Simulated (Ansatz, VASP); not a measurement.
Given: the input of a run of Ansatz 0.2.0 on Os (Osmium). 

Contents of input.yaml:

```yaml
crystal:
  lattice:
    - [2.7341, 0.0, 0.0]
    - [-1.36705, 2.3678000565, 0.0]
    - [0.0, 0.0, 4.3197]
  atoms:
    - { symbol: Os, position: [0.6666666667, 0.3333333333, 0.75] }
    - { symbol: Os, position: [0.3333333333, 0.6666666667, 0.25] }
kpoints:
  mp_grid: { grid: [11, 11, 6] }
scf:
  occupations: { method: fermi_dirac, width: 0.05 }
hamiltonian:
  xc: blyp
  pseudopotentials: { kind: all_electron, lapw: { basis_error: 0.001 } }
output:
  forces: true
  stress: true
relax:
  f_tol: 0.02
  max_steps: 60
  cell: {}
```

Potentials or basis: all-electron LAPW, scalar-relativistic.

Run with:

```console
$ ansatz run input.yaml --threads 1 --pin off --max-ram 3072MiB --backend cpu --events-out ev --progress --plain --runs-dir out
```

Task: What does the same run look like in VASP 6.6.1? Potentials or basis there: PBE PAW files Os, 600 eV.

Result: As run (cutoffs and basis follow the program's own potentials, and thresholds, step limits or extra output files can differ):

File INCAR:

```
PREC = Accurate ; ENCUT = 600
EDIFF = 1E-7 ; ISMEAR = -1
SIGMA = 0.05 ; LREAL = False
LASPH = True ; NELM = 100
ALGO = Normal ; ISIF = 3
LWAVE = False ; LCHARG = False
GGA = B5 ; ALDAX = 1.0
AGGAX = 1.0 ; AGGAC = 1.0
ALDAC = 0.0 ; IBRION = 2
NSW = 60 ; EDIFFG = -0.01
```

KPOINTS

```
Automatic mesh
0
Gamma
  11 11 6
```

POSCAR

```
Os
1.0
    2.7341000000      0.0000000000      0.0000000000
   -1.3670500000      2.3678000565      0.0000000000
    0.0000000000      0.0000000000      4.3197000000
Os
2
Direct
    0.6666666667      0.3333333333      0.7500000000
    0.3333333333      0.6666666667      0.2500000000
```

Potentials or basis: VASP PAW PBE potentials, release 64 (Os).

Launch:

```console
$ cat potpaw_PBE.64/Os/POTCAR > POTCAR
$ mpirun -np 1 vasp_std > vasp.out
```

Both were run:

|  | Ansatz | VASP |
| --- | --- | --- |
| Relaxed volume | 14.91 Å³/atom | 15.02 Å³/atom |
| Relaxed cell | a = 2.796 Å, b = 2.796 Å, c = 4.405 Å, α = 90.00°, β = 90.00°, γ = 120.00° | a = 2.803 Å, b = 2.803 Å, c = 4.416 Å, α = 90.00°, β = 90.00°, γ = 120.00° |
| Space group after relaxing | P6_3/mmc (No. 194) | P6_3/mmc (No. 194) |
| Pressure after relaxing | 0.0 GPa | 0.0 GPa |

VASP's potentials were made for PBE.

Where Ansatz's input types no cutoff or centring, it takes its own default and a Γ-centred mesh.

Pressure is positive in compression.
